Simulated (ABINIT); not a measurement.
# PbSe (Clausthalite) (Fm-3m) in ABINIT: settings compared

One crystal, PbSe (Clausthalite), is run at these levels: BP86, PBE, revPBE; tasks: equation of state, band structure.

Program: ABINIT 10.8.3 (patched build). These are calculated values, not measurements. Logs are shortened: lines on timing, memory, paths and dates and some standing lists are left out, and cuts for length are marked. The log counts tension as positive stress, the text compression.

**Measured values to compare with.**

A printed reference work, monograph reports, for a bulk crystal of PbSe: band gap 0.15 eV (direct) at 4.2 K; band gap 0.28 eV (direct) at 300 K.

The results are compared with them further down.

**1. The crystal as given**

The structure is cubic, space group Fm-3m (No. 225). Conventional cell: a = 6.121 Å, b = 6.121 Å, c = 6.121 Å, α = 90.00°, β = 90.00°, γ = 90.00°. Pb (site symmetry m-3m) is surrounded by 6 Se at 3.06 Å. Se (site symmetry m-3m) is surrounded by 6 Pb at 3.06 Å.

**2. Equation of state, BP86**

Contents of run.abi:

```
# Datasets: one volume each
ndtset 7
getwfk -1
scalecart1 3*0.9795861087
scalecart2 3*0.9864848297
scalecart3 3*0.9932883884
scalecart4 3*1.0000000000
scalecart5 3*1.0066227096
scalecart6 3*1.0131594038
scalecart7 3*1.0196128224

# Pseudopotentials
pp_dirpath "./"
pseudos "Pb.GGA_PBE-JTH_sp.xml, Se.GGA_PBE-JTH.xml"

# Structure
acell 4.3284127397 4.3284127397 4.3284127397 Angstrom
rprim
     0.0000000000     0.7071067812     0.7071067812
     0.7071067812     0.0000000000     0.7071067812
     0.7071067812     0.7071067812     0.0000000000
ntypat 2
znucl 82 34
natom 2
typat 1 2
xred
     0.0000000000     0.0000000000     0.0000000000
     0.5000000000     0.5000000000     0.5000000000

# Plane-wave basis
ecut 408.170794 eV
pawecutdg 30.0

# k points
kptopt 1
ngkpt 8 8 8
nshiftk 1
shiftk 0.0 0.0 0.0

# Exchange and correlation
ixc -106132

# Bands and occupations
nband 9
occopt 3
tsmear 0.00183747

# SCF cycle
nstep 100
tolvrs 1.0e-9

# Output
iomode 3
prtwf 1
prtden 0
prteig 0
prtebands 0
enunit 2
```

Potentials or basis: JTH PAW PBE v2.0 sp.

Command:

```bash
$ abinit run.abi > log 2>&1
```

run.abo:

```text
.Version 10.8.3 of ABINIT
 DATASET    1 : space group Fm -3 m (#225); Bravais cF (face-center cubic)
================================================================================
 Values of the parameters that define the memory need for DATASET  1.
     intxc =       0    ionmov =       0      iscf =      17    lmnmax =      13
     lnmax =       5     mgfft =      30  mpssoang =       3    mqgrid =    3001
     natom =       2  nloc_mem =       2    nspden =       1   nspinor =       1
    nsppol =       1      nsym =      48    n1xccc =       1    ntypat =       2
    occopt =       3   xclevel =       2
       mpw =        1036          nfft =       27000          nkpt =          29
 PAW method is used; the additional fine FFT grid is defined by:
   mgfftf=        40    nfftf =     64000
================================================================================
================================================================================
[... 71 lines left out ...]
 DATASET    7 : space group Fm -3 m (#225); Bravais cF (face-center cubic)
================================================================================
 Values of the parameters that define the memory need for DATASET  7.
     intxc =       0    ionmov =       0      iscf =      17    lmnmax =      13
     lnmax =       5     mgfft =      30  mpssoang =       3    mqgrid =    3001
     natom =       2  nloc_mem =       2    nspden =       1   nspinor =       1
    nsppol =       1      nsym =      48    n1xccc =       1    ntypat =       2
    occopt =       3   xclevel =       2
       mpw =        1155          nfft =       27000          nkpt =          29
 PAW method is used; the additional fine FFT grid is defined by:
   mgfftf=        45    nfftf =     91125
================================================================================
================================================================================

--------------------------------------------------------------------------------
------------- Echo of variables that govern the present computation ------------
--------------------------------------------------------------------------------
 -outvars: echo values of preprocessed input variables --------
            acell      8.1795146379E+00  8.1795146379E+00  8.1795146379E+00 Bohr
              amu      2.07200000E+02  7.89600000E+01
             ecut      1.50000000E+01 Hartree
           enunit           2
           getwfk          -1
              ixc     -106132
           jdtset        1    2    3    4    5    6    7
         kptrlatt        8    0    0      0    8    0      0    0    8
          kptrlen1     6.41003113E+01
          kptrlen2     6.45517368E+01
          kptrlen3     6.49969353E+01
          kptrlen4     6.54361171E+01
          kptrlen5     6.58694815E+01
          kptrlen6     6.62972174E+01
          kptrlen7     6.67195040E+01
            natom           2
            nband           9
           ndtset           7
            ngfft          30      30      30
          ngfftdg1         40      40      40
          ngfftdg2         40      40      40
          ngfftdg3         45      45      45
          ngfftdg4         45      45      45
          ngfftdg5         45      45      45
          ngfftdg6         45      45      45
          ngfftdg7         45      45      45
             nkpt          29
            nstep         100
             nsym          48
           ntypat           2
           occopt           3
        pawecutdg      3.00000000E+01 Hartree
         pawxcdev           0
           prtden           0
        prtebands           0
           prteig           0
            rprim1     0.0000000000E+00  6.9267198023E-01  6.9267198023E-01
                       6.9267198023E-01  0.0000000000E+00  6.9267198023E-01
                       6.9267198023E-01  6.9267198023E-01  0.0000000000E+00
            rprim2     0.0000000000E+00  6.9755011263E-01  6.9755011263E-01
                       6.9755011263E-01  0.0000000000E+00  6.9755011263E-01
                       6.9755011263E-01  6.9755011263E-01  0.0000000000E+00
            rprim3     0.0000000000E+00  7.0236095512E-01  7.0236095512E-01
                       7.0236095512E-01  0.0000000000E+00  7.0236095512E-01
                       7.0236095512E-01  7.0236095512E-01  0.0000000000E+00
            rprim4     0.0000000000E+00  7.0710678120E-01  7.0710678120E-01
                       7.0710678120E-01  0.0000000000E+00  7.0710678120E-01
                       7.0710678120E-01  7.0710678120E-01  0.0000000000E+00
            rprim5     0.0000000000E+00  7.1178974407E-01  7.1178974407E-01
                       7.1178974407E-01  0.0000000000E+00  7.1178974407E-01
                       7.1178974407E-01  7.1178974407E-01  0.0000000000E+00
            rprim6     0.0000000000E+00  7.1641188486E-01  7.1641188486E-01
                       7.1641188486E-01  0.0000000000E+00  7.1641188486E-01
                       7.1641188486E-01  7.1641188486E-01  0.0000000000E+00
            rprim7     0.0000000000E+00  7.2097514092E-01  7.2097514092E-01
                       7.2097514092E-01  0.0000000000E+00  7.2097514092E-01
                       7.2097514092E-01  7.2097514092E-01  0.0000000000E+00
          spgroup         225
           tolvrs      1.00000000E-09
           tsmear      1.83747000E-03 Hartree
            typat      1  2
           useylm           1
           xangst1     0.0000000000E+00  0.0000000000E+00  0.0000000000E+00
                       2.9981702237E+00  2.9981702237E+00  2.9981702237E+00
           xangst2     0.0000000000E+00  0.0000000000E+00  0.0000000000E+00
                       3.0192847941E+00  3.0192847941E+00  3.0192847941E+00
           xangst3     0.0000000000E+00  0.0000000000E+00  0.0000000000E+00
                       3.0401081060E+00  3.0401081060E+00  3.0401081060E+00
           xangst4     0.0000000000E+00  0.0000000000E+00  0.0000000000E+00
                       3.0606500001E+00  3.0606500001E+00  3.0606500001E+00
           xangst5     0.0000000000E+00  0.0000000000E+00  0.0000000000E+00
                       3.0809197962E+00  3.0809197962E+00  3.0809197962E+00
           xangst6     0.0000000000E+00  0.0000000000E+00  0.0000000000E+00
                       3.1009263293E+00  3.1009263293E+00  3.1009263293E+00
           xangst7     0.0000000000E+00  0.0000000000E+00  0.0000000000E+00
                       3.1206779850E+00  3.1206779850E+00  3.1206779850E+00
            xcart1     0.0000000000E+00  0.0000000000E+00  0.0000000000E+00
                       5.6657206016E+00  5.6657206016E+00  5.6657206016E+00
            xcart2     0.0000000000E+00  0.0000000000E+00  0.0000000000E+00
                       5.7056213570E+00  5.7056213570E+00  5.7056213570E+00
            xcart3     0.0000000000E+00  0.0000000000E+00  0.0000000000E+00
                       5.7449717135E+00  5.7449717135E+00  5.7449717135E+00
            xcart4     0.0000000000E+00  0.0000000000E+00  0.0000000000E+00
                       5.7837902674E+00  5.7837902674E+00  5.7837902674E+00
            xcart5     0.0000000000E+00  0.0000000000E+00  0.0000000000E+00
                       5.8220946307E+00  5.8220946307E+00  5.8220946307E+00
            xcart6     0.0000000000E+00  0.0000000000E+00  0.0000000000E+00
                       5.8599014990E+00  5.8599014990E+00  5.8599014990E+00
            xcart7     0.0000000000E+00  0.0000000000E+00  0.0000000000E+00
                       5.8972267187E+00  5.8972267187E+00  5.8972267187E+00
             xred      0.0000000000E+00  0.0000000000E+00  0.0000000000E+00
                       5.0000000000E-01  5.0000000000E-01  5.0000000000E-01
            znucl       82.00000   34.00000

================================================================================

 chkinp: Checking input parameters for consistency, jdtset=   1.

 chkinp: Checking input parameters for consistency, jdtset=   2.
[... 36 lines left out ...]
 getcut: wavevector=  0.0000  0.0000  0.0000  ngfft=  40  40  40
         ecut(hartree)=     30.000   => boxcut(ratio)=   2.02472

--- Pseudopotential description ------------------------------------------------
- pspini: atom type   1  psp file is ./Pb.GGA_PBE-JTH_sp.xml
 Pseudopotential format is: paw10
 basis_size (lnmax)=  5 (lmn_size= 13), orbitals=   0   0   1   1   2
 Spheres core radius: rc_sph= 2.91365156
 Shapefunction is SIN type: shapef(r)=[sin(pi*r/rshp)/(pi*r/rshp)]**2
 Radius for shape functions =  2.21205640
 Compensation charge density is not taken into account in XC energy/potential

- pspini: atom type   2  psp file is ./Se.GGA_PBE-JTH.xml
 Pseudopotential format is: paw10
 basis_size (lnmax)=  4 (lmn_size=  8), orbitals=   0   0   1   1
 Spheres core radius: rc_sph= 2.21132333
 Shapefunction is BESSEL type: shapef(r,l)=aa(1,l)*jl(q(1,l)*r)+aa(2,l)*jl(q(2,l)*r)
 Radius for shape functions =  2.00656599
 Compensation charge density is not taken into account in XC energy/potential

   7.20428178E+02                                ecore*ucvol(ha*bohr**3)
--------------------------------------------------------------------------------

================================================================================

--- !BeginCycle
iteration_state: {dtset: 1, }
solver: {iscf: 17, nstep: 100, nline: 4, wfoptalg: 10, }
tolerances: {tolvrs: 1.00E-09, }
...
[... 1253 lines left out ...]
-Cartesian components of stress tensor (GPa)         [Pressure= -3.3919E-01 GPa]
- sigma(1 1)=  3.39194153E-01  sigma(3 2)=  0.00000000E+00
- sigma(2 2)=  3.39194153E-01  sigma(3 1)=  0.00000000E+00
- sigma(3 3)=  3.39194153E-01  sigma(2 1)=  0.00000000E+00

== END DATASET(S) ==============================================================
================================================================================

 -outvars: echo values of variables after computation  --------
            acell      8.1795146379E+00  8.1795146379E+00  8.1795146379E+00 Bohr
           etotal1    -1.3349639054E+01
           etotal2    -1.3351271712E+01
           etotal3    -1.3352515591E+01
           etotal4    -1.3353416493E+01
           etotal5    -1.3354005119E+01
           etotal6    -1.3354300504E+01
           etotal7    -1.3354340589E+01
            fcart1    -0.0000000000E+00 -0.0000000000E+00 -0.0000000000E+00
                      -0.0000000000E+00 -0.0000000000E+00 -0.0000000000E+00
            fcart2    -0.0000000000E+00 -0.0000000000E+00 -0.0000000000E+00
                      -0.0000000000E+00 -0.0000000000E+00 -0.0000000000E+00
            fcart3    -0.0000000000E+00 -0.0000000000E+00 -0.0000000000E+00
                      -0.0000000000E+00 -0.0000000000E+00 -0.0000000000E+00
            fcart4    -0.0000000000E+00 -0.0000000000E+00 -0.0000000000E+00
                      -0.0000000000E+00 -0.0000000000E+00 -0.0000000000E+00
            fcart5    -0.0000000000E+00 -0.0000000000E+00 -0.0000000000E+00
                      -0.0000000000E+00 -0.0000000000E+00 -0.0000000000E+00
[... 38 lines left out ...]
                       0.0000000000E+00  0.0000000000E+00  0.0000000000E+00
           xangst1     0.0000000000E+00  0.0000000000E+00  0.0000000000E+00
                       2.9981702237E+00  2.9981702237E+00  2.9981702237E+00
           xangst2     0.0000000000E+00  0.0000000000E+00  0.0000000000E+00
                       3.0192847941E+00  3.0192847941E+00  3.0192847941E+00
           xangst3     0.0000000000E+00  0.0000000000E+00  0.0000000000E+00
                       3.0401081060E+00  3.0401081060E+00  3.0401081060E+00
           xangst4     0.0000000000E+00  0.0000000000E+00  0.0000000000E+00
                       3.0606500001E+00  3.0606500001E+00  3.0606500001E+00
           xangst5     0.0000000000E+00  0.0000000000E+00  0.0000000000E+00
                       3.0809197962E+00  3.0809197962E+00  3.0809197962E+00
           xangst6     0.0000000000E+00  0.0000000000E+00  0.0000000000E+00
                       3.1009263293E+00  3.1009263293E+00  3.1009263293E+00
           xangst7     0.0000000000E+00  0.0000000000E+00  0.0000000000E+00
                       3.1206779850E+00  3.1206779850E+00  3.1206779850E+00
             xred      0.0000000000E+00  0.0000000000E+00  0.0000000000E+00
                       5.0000000000E-01  5.0000000000E-01  5.0000000000E-01
 Calculation completed.
```

Wall time 72 s (1 thread of Arm Neoverse V1, shared host); peak memory 0.15 GiB.

What came out:

```yaml
Equilibrium_volume: 30.19 Å³/atom
Bulk_modulus: 49 GPa
Pressure_derivative_of_the_bulk_modulus: 4.0
```

Energy against volume, from the lowest point:
```tsv
volume (Å³/atom)	energy (meV/atom)
26.951	63.97
27.524	41.75
28.097	24.83
28.671	12.57
29.244	4.56
29.818	0.55
30.391	0.00
```

Caveat: pressures at fixed basis lie under the slope of the energies; the PAW data sets were made with another functional, which shifts forces and pressure a little; this set keeps more shells in the core, which shifts pressures and gaps. The run has no spin-orbit coupling, so splittings on Pb are missing.

**3. Band structure, PBE**

Contents of run.abi:

```
# Datasets: ground state, then fixed potential
ndtset 2

# Pseudopotentials
pp_dirpath "./"
pseudos "Pb.GGA_PBE-JTH.xml, Se.GGA_PBE-JTH.xml"

# Structure
acell 3*1.0
rprim
     0.0000000000     5.7837902633     5.7837902633
     5.7837902633     0.0000000000     5.7837902633
     5.7837902633     5.7837902633     0.0000000000
ntypat 2
znucl 82 34
natom 2
typat 1 2
xred
     0.0000000000     0.0000000000     0.0000000000
     0.5000000000     0.5000000000     0.5000000000

# Plane-wave basis
ecut 17.0
pawecutdg 34.0

# Exchange and correlation
ixc 11

# Bands and occupations
occopt 3
tsmear 0.00183747

# SCF cycle
nstep 100

# Output
iomode 3
prtwf 0
prteig 0
prtebands 0
enunit 2
prtden1 1

# Dataset 1
kptopt1 1
ngkpt1 8 8 8
nshiftk1 1
shiftk1 0.0 0.0 0.0
nband1 14
tolvrs1 1.0e-9

# Dataset 2: bands along G-X-W-K-G-L-U-W-L-K
iscf2 -2
getden2 1
nband2 18
nbdbuf2 2
tolwfr2 1.0e-12
kptopt2 -9
ndivsm2 6
prteig2 1
prtvol2 -3
kptbounds2
     0.0000000000     0.0000000000     0.0000000000
     0.5000000000     0.0000000000     0.5000000000
     0.5000000000     0.2500000000     0.7500000000
     0.3750000000     0.3750000000     0.7500000000
     0.0000000000     0.0000000000     0.0000000000
     0.5000000000     0.5000000000     0.5000000000
     0.6250000000     0.2500000000     0.6250000000
     0.5000000000     0.2500000000     0.7500000000
     0.5000000000     0.5000000000     0.5000000000
     0.3750000000     0.3750000000     0.7500000000
```

Potentials or basis: JTH PAW PBE v2.0.

Command:

```bash
$ abinit run.abi > log 2>&1
```

It took 85 s on 1 thread of Arm Neoverse V1, shared host; peak memory 0.14 GiB.

The run converged. Its results:

- Free energy: -1927.1186 eV
- Band gap on the k mesh: 0.29 eV, direct
- Valence electrons inside the program's atomic spheres: Pb 11.31; Se 3.91

Levels at the corners of the path, in eV from the valence-band top:
```tsv
point	band 8	band 9	band 10	band 11	band 12	band 13
Γ	-1.88	-1.88	-1.88	4.72	4.72	4.72
X	-4.99	-3.24	-3.24	3.71	5.61	5.61
W	-4.23	-4.23	-0.79	1.88	4.95	4.95
K	-4.58	-2.73	-2.40	3.39	4.01	5.43
Γ	-1.88	-1.88	-1.88	4.72	4.72	4.72
L	-1.46	-1.46	0.00	0.29	1.68	1.68
U	-4.58	-2.73	-2.40	3.39	4.01	5.43
W	-4.23	-4.23	-0.79	1.88	4.95	4.95
L	-1.46	-1.46	0.00	0.29	1.68	1.68
K	-4.58	-2.73	-2.40	3.39	4.01	5.43
```

Caveat: the cutoff is too short for stress, so the log's stress isn't used; spin-orbit coupling is left out, which as a rule narrows the gap of such compounds by several tenths of an eV.

**4. Equation of state, revPBE**

Contents of run.abi:

```
# Datasets: one volume each
ndtset 7
getwfk -1
scalecart1 3*0.9795861087
scalecart2 3*0.9864848297
scalecart3 3*0.9932883884
scalecart4 3*1.0000000000
scalecart5 3*1.0066227096
scalecart6 3*1.0131594038
scalecart7 3*1.0196128224

# Pseudopotentials
pp_dirpath "./"
pseudos "Pb.GGA_PBE-JTH.xml, Se.GGA_PBE-JTH.xml"

# Structure
acell 8.1795146323 8.1795146323 8.1795146323
rprim
     0.0000000000     0.7071067812     0.7071067812
     0.7071067812     0.0000000000     0.7071067812
     0.7071067812     0.7071067812     0.0000000000
ntypat 2
znucl 82 34
natom 2
typat 1 2
xred
     0.0000000000     0.0000000000     0.0000000000
     0.5000000000     0.5000000000     0.5000000000

# Plane-wave basis
ecut 17.0
pawecutdg 34.0

# k points
kptopt 1
ngkpt 8 8 8
nshiftk 1
shiftk 0.0 0.0 0.0

# Exchange and correlation
ixc 14

# Bands and occupations
nband 14
occopt 3
tsmear 0.05 eV

# SCF cycle
nstep 100
tolvrs 1.0e-9

# Output
iomode 3
prtwf 1
prtden 0
prteig 0
prtebands 0
enunit 2
```

Command:

```bash
$ abinit run.abi > log 2>&1
```

It took 1.7 min on 1 thread of Arm Neoverse V2, shared host; peak memory 0.15 GiB.

The run converged. Its results:

```yaml
Equilibrium_volume: "30.90 Å³/atom (rough: see the caveat)"
Bulk_modulus: 42 GPa (rough)
```

Energy against volume, from the lowest point:
```csv
volume (Å³/atom),energy (meV/atom)
26.951,84.18
27.524,58.97
28.097,38.55
28.671,23.22
29.244,11.83
29.818,4.14
30.391,0.00
```

Caveat: the cutoff is too short for stress, so the log's stress isn't used; pressures at fixed basis lie under the slope of the energies; the minimum lies outside the volumes run; the PAW data sets were made with another functional, which shifts forces and pressure a little.

(Continued in part 2 of 2.)
